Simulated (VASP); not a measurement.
# MgO (P6_3mc) in VASP: single point with PBEsol

Aim: the single point of MgO with PBEsol.

All numbers are computed with VASP 6.6.1; they aren't measurements. Logs are shortened: lines on timing, memory, paths and dates and some standing lists are left out, and cuts for length are marked.

### Step 1. The cell of the first run

It takes space group P6_3mc (No. 186, hexagonal). Conventional cell: a = 3.772 Å, b = 3.772 Å, c = 5.930 Å, α = 90.00°, β = 90.00°, γ = 120.00°. Mg (site symmetry 3m) has 4 O at 2.28 to 2.30 Å as nearest neighbours. O (site symmetry 3m) is surrounded by 4 Mg at 2.28 to 2.30 Å.

Measurements of this composition are mostly on another form, of space group No. 225.

### Step 2. Single point, PBEsol (Cd replaced by Mg, lengths x 0.991, strained and moved within the space group)

File INCAR:

```
SYSTEM = MgO
  ALGO = Fast
  EDIFF = 1E-6
  ENCUT = 520
  GGA = PS
  ISIF = 2
  ISMEAR = 0
  LASPH = .TRUE.
  LCHARG = .FALSE.
  LREAL = .FALSE.
  LWAVE = .FALSE.
  NBANDS = 16
  NELM = 60
  PREC = Accurate
  SIGMA = 0.02
```

File KPOINTS:

```
k-points
0
G
  9 9 6
  0 0 0
```

File POSCAR:

```
MgO
1.0
    3.7720157168      0.0000000000      0.0000000000
   -1.8860078584      3.2666614342      0.0000000000
    0.0000000000      0.0000000000      5.9299107453
Mg O
2 2
Direct
    0.6666666700      0.3333333300      0.4986615200
    0.3333333300      0.6666666700      0.9986615200
    0.6666666700      0.3333333300      0.8862384800
    0.3333333300      0.6666666700      0.3862384800
```

Potentials or basis: VASP PAW PBE potentials, release 64 (Mg, O).

Run with:

```bash
> cat potpaw_PBE.64/Mg/POTCAR potpaw_PBE.64/O/POTCAR > POTCAR
> mpirun -np 1 vasp_std > vasp.out
```

OUTCAR:

```text
SYSTEM = MgO
   EDIFF = 1E-6
   ENCUT = 520
   GGA = PS
   ISIF = 2
   ISMEAR = 0
   LASPH = .TRUE.
   LREAL = .FALSE.
   NELM = 60
   PREC = Accurate

 ion  position               nearest neighbor table
   1  0.667  0.333  0.499-   4 2.28   4 2.28   4 2.28   3 2.30
   2  0.333  0.667  0.999-   3 2.28   3 2.28   3 2.28   4 2.30
   3  0.667  0.333  0.886-   2 2.28   2 2.28   2 2.28   1 2.30
   4  0.333  0.667  0.386-   1 2.28   1 2.28   1 2.28   2 2.30

  LATTYP: Found a hexagonal cell.
 ALAT       =     3.7720157168
 C/A-ratio  =     1.5720800735

  Lattice vectors:

 A1 = (   3.7720157168,   0.0000000000,   0.0000000000)
 A2 = (  -1.8860078584,   3.2666614342,   0.0000000000)
 A3 = (   0.0000000000,   0.0000000000,   5.9299107453)

Analysis of symmetry for initial positions (statically):
=====================================================================
 Subroutine PRICEL returns:
 Original cell was already a primitive cell.

 Routine SETGRP: Setting up the symmetry group for a
 hexagonal supercell.

 Subroutine GETGRP returns: Found 12 space group operations
 (whereof  6 operations were pure point group operations)
 out of a pool of 24 trial point group operations.

The static configuration has the point symmetry C_3v.
 The point group associated with its full space group is C_6v.

Analysis of symmetry for dynamics (positions and initial velocities):
=====================================================================
 Subroutine PRICEL returns:
 Original cell was already a primitive cell.

 Routine SETGRP: Setting up the symmetry group for a
 hexagonal supercell.

 Subroutine GETGRP returns: Found 12 space group operations
 (whereof  6 operations were pure point group operations)
 out of a pool of 24 trial point group operations.

The dynamic configuration has the point symmetry C_3v.
 The point group associated with its full space group is C_6v.

 Subroutine INISYM returns: Found 12 space group operations
 (whereof  6 operations are pure point group operations),
 and found     1 'primitive' translations

----------------------------------------------------------------------------------------

                                     Primitive cell
[... 94 lines left out ...]
   NELM   =     60;   NELMIN=  2; NELMDL= -5     # of ELM steps
   EDIFF  = 0.1E-05   stopping-criterion for ELM
   LREAL  =      F    real-space projection
   EDIFFG = 0.1E-04   stopping-criterion for IOM
   NSW    =      0    number of steps for IOM
   IBRION =     -1    ionic relax: 0-MD 1-quasi-New 2-CG
   NFREE  =      0    steps in history (QN), initial steepest desc. (CG)
   ISIF   =      2    stress and relaxation
   ISYM   =      2    0-nonsym 1-usesym 2-fastsym
   POTIM  = 0.5000    time-step for ionic-motion
   TEBEG  =    0.0;   TEEND  =   0.0 temperature during run
   PSTRESS=    0.0 pullay stress
   NELECT =      16.0000    total number of electrons
   NUPDOWN=      -1.0000    fix difference up-down
   EMIN   =  10.00;   EMAX   =-10.00  energy-range for DOS
   EFERMI =   0.00;   METHOD = LEGACY
   ISMEAR =     0;   SIGMA  =   0.02  broadening in eV -4-tet -1-fermi 0-gaus
   EFERMI_NEDOS =   21; number of points for ismear=-14 and -15
   IALGO  =     68    algorithm
   IMIX   =      4    mixing-type and parameters
     AMIX     =   0.40;   BMIX     =  1.00
     AMIX_MAG =   1.60;   BMIX_MAG =  1.00
  volume/ion in A,a.u.               =      18.27       123.27
  Fermi-wavevector in a.u.,A,eV,Ry     =   0.986748  1.864683 13.247605  0.973672
  Thomas-Fermi vector in A             =   2.118151
   LORBIT       =      0    0 simple, 1 ext, 2 COOP (PROOUT), +10 PAW based schemes
   GGA     = PS    functional components
   LHFCALC =     F    Hartree Fock is set to
   AEXX    =    0.0000 exact exchange contribution
   IVDW    =     0    specifies the selected vdW correction
   LEPSILON=     F    determine dielectric tensor
   LRPA    =     F    only Hartree local field effects (RPA)
 non-spin polarized calculation
 RMM-DIIS sequential band-by-band and
 Gauss-broadening in eV      SIGMA  =   0.02
  energy-cutoff  :      520.00
  volume of cell :       73.07
 maximum number of plane-waves:      1984
 NGX is ok and might be reduce to    28
   NGX = 13   NGY = 13   NGZ = 23

 number of electron      15.9999993 magnetization

 Free energy of the ion-electron system (eV)
  ---------------------------------------------------
  ext. energy  EPLUGINS =         0.00000000
  ---------------------------------------------------
  free energy    TOTEN  =       -22.05439862 eV

  energy without entropy =      -22.05439862  energy(sigma->0) =      -22.05439862

 E-fermi :  -0.8832     XC(G=0):  -8.2255

 val. band max:       -0.9644504520   @ k =   0.0000   0.0000   0.0000
 cond. band min:       0.5940367689   @ k =   0.0000   0.0000   0.0000
 fundamental gap:      1.5584872210
 Fermi energy:        -0.8831831656

 k-point     1 :       0.0000    0.0000    0.0000
  band No.  band energies     occupation
      1     -15.9681      2.00000
      2     -15.6935      2.00000
      3      -3.1200      2.00000
      4      -1.3291      2.00000
      5      -1.3291      2.00000
      6      -1.1168      2.00000
[... 433 lines left out ...]
      3      -2.5660      2.00000
      4      -2.4702      2.00000
      5      -2.4702      2.00000
      6      -1.8267      2.00000
[... 8 lines left out ...]
     15       9.8079      0.00000
     16      11.1231      0.00000

 [... further k-points ...]

------------------------ aborting loop because EDIFF is reached ----------------------------------------

  FORCE on cell =-STRESS in cart. coord.  units (eV):
  Direction    XX          YY          ZZ          XY          YZ          ZX
  --------------------------------------------------------------------------------------
  -------------------------------------------------------------------------------------
  Total      -10.1966666    -10.1966666     -9.6127609      0.0000000      0.0000000      0.0000000
  in kB     -223.5851874   -223.5851874   -210.7817218      0.0000000      0.0000000      0.0000000
  external PRESSURE =    -219.3173655 kB  Pullay stress =       0.0000000 kB

 VOLUME and BASIS-vectors are now :
 -----------------------------------------------------------------------------
  energy-cutoff  :      520.00
  volume of cell :       73.07
      direct lattice vectors                 reciprocal lattice vectors
     3.772015717  0.000000000  0.000000000     0.265110242  0.153061470  0.000000000
    -1.886007858  3.266661434  0.000000000     0.000000000  0.306122939  0.000000000
     0.000000000  0.000000000  5.929910745     0.000000000  0.000000000  0.168636602

 POSITION                                       TOTAL-FORCE (eV/Angst)
 -----------------------------------------------------------------------------------
      1.88601      1.08889      2.95702        -0.000000      0.000000      0.084990
     -0.00000      2.17777      5.92197        -0.000000      0.000000      0.084990
      1.88601      1.08889      5.25532         0.000000     -0.000000     -0.084990
     -0.00000      2.17777      2.29036        -0.000000      0.000000     -0.084990
 -----------------------------------------------------------------------------------
    total drift:                               -0.000019      0.000011     -0.000104

  FREE ENERGIE OF THE ION-ELECTRON SYSTEM (eV)
  ---------------------------------------------------
  free  energy   TOTEN  =       -22.0543986161 eV

  energy  without entropy=      -22.0543986161  energy(sigma->0) =      -22.05439862
```

OSZICAR:

```text
N       E                     dE             d eps       ncg     rms          rms(c)
DAV:   1     0.657092916858E+02    0.65709E+02   -0.66381E+03  1536   0.827E+02
DAV:   2    -0.197023406063E+02   -0.85412E+02   -0.76342E+02  2104   0.174E+02
DAV:   3    -0.261189058636E+02   -0.64166E+01   -0.63894E+01  1848   0.526E+01
DAV:   4    -0.261554287577E+02   -0.36523E-01   -0.36521E-01  1872   0.467E+00
DAV:   5    -0.261556703171E+02   -0.24156E-03   -0.24156E-03  1864   0.366E-01    0.110E+01
RMM:   6    -0.223815940813E+02    0.37741E+01   -0.12685E+01  1635   0.190E+01    0.549E+00
RMM:   7    -0.221112773351E+02    0.27032E+00   -0.72280E-01  1607   0.502E+00    0.257E+00
RMM:   8    -0.220889371095E+02    0.22340E-01   -0.52087E-01  1536   0.631E+00    0.136E+00
RMM:   9    -0.220611008623E+02    0.27836E-01   -0.17170E-02  1932   0.102E+00    0.799E-01
RMM:  10    -0.220592247462E+02    0.18761E-02   -0.91544E-02  2039   0.174E+00    0.461E-01
RMM:  11    -0.220554010295E+02    0.38237E-02   -0.36337E-03  1670   0.373E-01    0.268E-01
RMM:  12    -0.220546015373E+02    0.79949E-03   -0.13247E-03  1792   0.220E-01    0.129E-01
RMM:  13    -0.220544057725E+02    0.19576E-03   -0.57371E-04  1792   0.144E-01    0.355E-02
RMM:  14    -0.220544112198E+02   -0.54473E-05   -0.28872E-04  1802   0.970E-02    0.251E-02
RMM:  15    -0.220544005513E+02    0.10669E-04   -0.18264E-05  1817   0.266E-02    0.125E-02
RMM:  16    -0.220543990728E+02    0.14784E-05   -0.15194E-05  1815   0.239E-02    0.389E-03
RMM:  17    -0.220543986161E+02    0.45677E-06   -0.11265E-06  1076   0.622E-03
   1 F= -.22054399E+02 E0= -.22054399E+02  d E =-.156764E-11
```

Wall time 80 s (1 thread of Intel Xeon Platinum 8259CL at 2.50GHz (Skylake/Cascade Lake), shared host); peak memory 0.21 GiB.

What came out:

```
Free energy            : -22.0544 eV
Pressure               : -21.9 GPa
Largest force          : 0.085 eV/Å
Band gap on the k mesh : 1.56 eV, direct
```

Forces in eV/Å, atoms in the order of the input:
```
Mg   0.000  0.000  0.085
Mg   0.000  0.000  0.085
O    0.000  0.000 -0.085
O    0.000  0.000 -0.085
```

Caveat: so large a pressure means that the cell lies far from this level's equilibrium, or that cutoff or potentials fall short; the potentials were made for another functional, which shifts forces and pressure; an odd mesh through Γ misses points on the zone boundary, where band edges often lie.
